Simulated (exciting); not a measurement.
# Cd (Fm-3m) in exciting: equation of state

How stiff is Cd in PBEsol, and what volume does it want? The cell is scaled to several volumes.

Program: exciting (release sodium). These are calculated values, not measurements. Logs are shortened: lines on timing, memory, paths and dates and some standing lists are left out, and cuts for length are marked.

**1. The crystal as given**

It takes space group Fm-3m (No. 225, cubic). The conventional cell has a = 4.436 Å, b = 4.436 Å, c = 4.436 Å, α = 90.00°, β = 90.00°, γ = 90.00°. Around Cd (site symmetry m-3m) lie 12 Cd at 3.14 Å.

This isn't the form of Cd at room conditions, which is hcp.

**2. Equation of state, PBEsol, 20.52 Å³/atom (volume scaled by 0.94)**

The input, input.xml:

```xml
<input>
  <title>Cd</title>
  <structure speciespath="./" tshift="false">
    <crystal scale="1">
      <basevect>0.000000000000 4.106126714135 4.106126714135</basevect>
      <basevect>4.106126714135 0.000000000000 4.106126714135</basevect>
      <basevect>4.106126714135 4.106126714135 0.000000000000</basevect>
    </crystal>
    <species speciesfile="Cd.xml" rmt="2.3">
      <atom coord="0.000000000000 0.000000000000 0.000000000000"/>
    </species>
  </structure>
  <groundstate do="fromscratch" ngridk="10 10 10" rgkmax="9" gmaxvr="14" lmaxapw="10" lmaxmat="10" lmaxvr="8" xctype="GGA_PBE_SOL" stype="Fermi Dirac" swidth="0.00183747" nempty="8" ValenceRelativity="iora*" epsengy="1e-05" epspot="1e-05" maxscl="60" outputlevel="normal"/>
</input>
```

Potentials or basis: all-electron LAPW+lo, shipped species files, valence relativity iora*.

Launch:

```console
$ OMP_NUM_THREADS=1 exciting_smp
```

INFO.OUT:

```text
================================================================================
EXCITING SODIUM started
[... 10 lines left out ...]

 Lattice vectors (cartesian) :
      0.0000000000      4.1061267141      4.1061267141
      4.1061267141      0.0000000000      4.1061267141
      4.1061267141      4.1061267141      0.0000000000

 Reciprocal lattice vectors (cartesian) :
     -0.7650988078      0.7650988078      0.7650988078
      0.7650988078     -0.7650988078      0.7650988078
      0.7650988078      0.7650988078     -0.7650988078

 Unit cell volume                           :     138.4608642486
 Brillouin zone volume                      :       1.7914824870

 Species :    1 (Cd)
     parameters loaded from                 :    Cd.xml
     name                                   :    cadmium
     nuclear charge                         :     -48.00000000
     electronic charge                      :      48.00000000
     atomic mass                            :  204912.71750000
     muffin-tin radius                      :       2.30000000
     # of radial points in muffin-tin       :     400

     atomic positions (lattice) :
       1 :   0.00000000  0.00000000  0.00000000

 Total number of atoms per unit cell        :       1

 Spin treatment                             :    spin-unpolarised

 Number of Bravais lattice symmetries       :      48
 Number of crystal symmetries               :      48

 k-point grid                               :      10   10   10
 Total number of k-points                   :      47
 k-point set is reduced with crystal symmetries

 R^MT_min * |G+k|_max (rgkmax)              :       9.00000000
 Species with R^MT_min                      :       1 (Cd)
 Maximum |G+k| for APW functions            :       3.91304348
 Maximum |G| for potential and density      :      14.00000000

 G-vector grid sizes                        :      27    27    27
 Total number of G-vectors                  :    6375

 Maximum angular momentum used for
     APW functions                          :      10
     computing H and O matrix elements      :      10
     potential and density                  :       8
     inner part of muffin-tin               :       2

 Total nuclear charge                       :     -48.00000000
 Total electronic charge                    :      48.00000000
 Total core charge                          :      30.00000000
 Total valence charge                       :      18.00000000

 Number of empty states                     :       8
 Total number of valence states             :      18

 Maximum Hamiltonian size                   :     162
 Maximum number of plane-waves              :     150
 Total number of local-orbitals             :      12

 Exchange-correlation type                  :      22
     PBEsol, Phys. Rev. Lett. 100, 136406 (2008)
     Generalised gradient approximation (GGA)

 Smearing scheme                            :    Fermi-Dirac
 Smearing width                             :       0.00183747

 Using multisecant Broyden potential mixing
[... 6 lines left out ...]
* Groundstate module started                                                   *
********************************************************************************
 Output level for this task is set to normal

++++++++++++++++++++++++++++++++++++++++++++++++++++++++++++++++++++++++++++++++
[... 5 lines left out ...]
+ SCF iteration number :    1                                                  +
++++++++++++++++++++++++++++++++++++++++++++++++++++++++++++++++++++++++++++++++
 Total energy                               :     -5588.33580357
 _______________________________________________________________
 Fermi energy                               :         0.30665903
 Kinetic energy                             :      5867.26592090
 Coulomb energy                             :    -11303.58173436
 Exchange energy                            :      -149.10480255
 Correlation energy                         :        -2.91518757

 DOS at Fermi energy (states/Ha/cell)       :        19.21048461

 Electron charges :
     core                                   :        30.00000000
     core leakage                           :         0.00122759
     valence                                :        18.00000000
     interstitial                           :         2.05926482
     charge in muffin-tin spheres :
                  atom     1    Cd          :        45.94073518
     total charge in muffin-tins            :        45.94073518
     total charge                           :        48.00000000

++++++++++++++++++++++++++++++++++++++++++++++++++++++++++++++++++++++++++++++++
+ SCF iteration number :    2                                                  +
++++++++++++++++++++++++++++++++++++++++++++++++++++++++++++++++++++++++++++++++
 Total energy                               :     -5591.48333049
 _______________________________________________________________
 Fermi energy                               :         0.30091456
 Kinetic energy                             :      5865.43723369
 Coulomb energy                             :    -11304.82326443
 Exchange energy                            :      -149.18123866
 Correlation energy                         :        -2.91606110

 DOS at Fermi energy (states/Ha/cell)       :        18.78057119

 Electron charges :
     core                                   :        30.00000000
     core leakage                           :         0.00120437
     valence                                :        18.00000000
     interstitial                           :         2.02750680
     charge in muffin-tin spheres :
                  atom     1    Cd          :        45.97249320
     total charge in muffin-tins            :        45.97249320
     total charge                           :        48.00000000
[... 244 lines left out ...]
 RMS change in effective potential (target) :  0.548470E-09  ( 0.100000E-04)
 Absolute change in total energy   (target) :  0.853557E-06  ( 0.100000E-04)
 Charge distance                   (target) :  0.977240E-09  ( 0.100000E-04)

++++++++++++++++++++++++++++++++++++++++++++++++++++++++++++++++++++++++++++++++
+ SCF iteration number :   12                                                  +
++++++++++++++++++++++++++++++++++++++++++++++++++++++++++++++++++++++++++++++++
 Total energy                               :     -5593.43387901
 _______________________________________________________________
 Fermi energy                               :         0.28778703
 Kinetic energy                             :      5863.92023016
 Coulomb energy                             :    -11305.21829575
 Exchange energy                            :      -149.21923787
 Correlation energy                         :        -2.91657555

 DOS at Fermi energy (states/Ha/cell)       :        18.25467723

 Electron charges :
     core                                   :        30.00000000
     core leakage                           :         0.00118823
     valence                                :        18.00000000
     interstitial                           :         2.00612055
     charge in muffin-tin spheres :
                  atom     1    Cd          :        45.99387945
     total charge in muffin-tins            :        45.99387945
     total charge                           :        48.00000000

 RMS change in effective potential (target) :  0.739380E-10  ( 0.100000E-04)
 Absolute change in total energy   (target) :  0.739146E-08  ( 0.100000E-04)
 Charge distance                   (target) :  0.651473E-10  ( 0.100000E-04)

++++++++++++++++++++++++++++++++++++++++++++++++++++++++++++++++++++++++++++++++
| Convergency criteria checked for the last 2 iterations                       +
| Convergence targets achieved. Performing final SCF iteration                 +
++++++++++++++++++++++++++++++++++++++++++++++++++++++++++++++++++++++++++++++++
 Total energy                               :     -5593.43387900
 _______________________________________________________________
 Fermi energy                               :         0.28778703
 Kinetic energy                             :      5863.92023017
 Coulomb energy                             :    -11305.21829575
 Exchange energy                            :      -149.21923787
 Correlation energy                         :        -2.91657555

 DOS at Fermi energy (states/Ha/cell)       :        18.25467724

 Electron charges :
     core                                   :        30.00000000
     core leakage                           :         0.00118823
     valence                                :        18.00000000
     interstitial                           :         2.00612055
     charge in muffin-tin spheres :
                  atom     1    Cd          :        45.99387945
     total charge in muffin-tins            :        45.99387945
     total charge                           :        48.00000000

++++++++++++++++++++++++++++++++++++++++++++++++++++++++++++++++++++++++++++++++
[... 7 lines left out ...]

--------------------------------------------------------------------------------
- CAUTION! Warnings have been written in file WARNING.OUT !                    -
--------------------------------------------------------------------------------
================================================================================
| EXCITING SODIUM stopped                                                      =
================================================================================
```

It took 19 s on 1 thread of Arm Neoverse V2, shared host; peak memory 0.1 GiB.

What came out:

| Property | Result |
| --- | --- |
| Free energy | -152205.0950 eV |
| Band gap on the k mesh | none (metal or under the smearing width) |
| All electrons inside the program's atomic spheres | Cd 45.99 (radii Cd 2.3 bohr) |

Caveat: the log's total energy holds no entropy term; the free energy is that total less TS from the occupations.

**3. Equation of state, PBEsol, 20.95 Å³/atom (volume scaled by 0.96)**

Changes to input.xml since step 2:

```diff
@@ -4,5 +4,5 @@
     <crystal scale="1">
-      <basevect>0.000000000000 4.106126714135 4.106126714135</basevect>
-      <basevect>4.106126714135 0.000000000000 4.106126714135</basevect>
-      <basevect>4.106126714135 4.106126714135 0.000000000000</basevect>
+      <basevect>0.000000000000 4.135044052003 4.135044052003</basevect>
+      <basevect>4.135044052003 0.000000000000 4.135044052003</basevect>
+      <basevect>4.135044052003 4.135044052003 0.000000000000</basevect>
     </crystal>
```

Potentials or basis: all-electron LAPW+lo, shipped species files, valence relativity iora*.

Launch:

```console
$ OMP_NUM_THREADS=1 exciting_smp
```

Run time: 18 s. Hardware: 1 thread of Arm Neoverse V2, shared host; peak memory 0.1 GiB.

It converged, with:

| Quantity | Value |
| --- | --- |
| Free energy | -152205.0973 eV |
| Band gap on the k mesh | none (metal or under the smearing width) |
| All electrons inside the program's atomic spheres | Cd 45.99 (radii Cd 2.3 bohr) |

Caveat: the log's total energy holds no entropy term; the free energy is that total less TS from the occupations.

(Continued in part 2 of 2.)
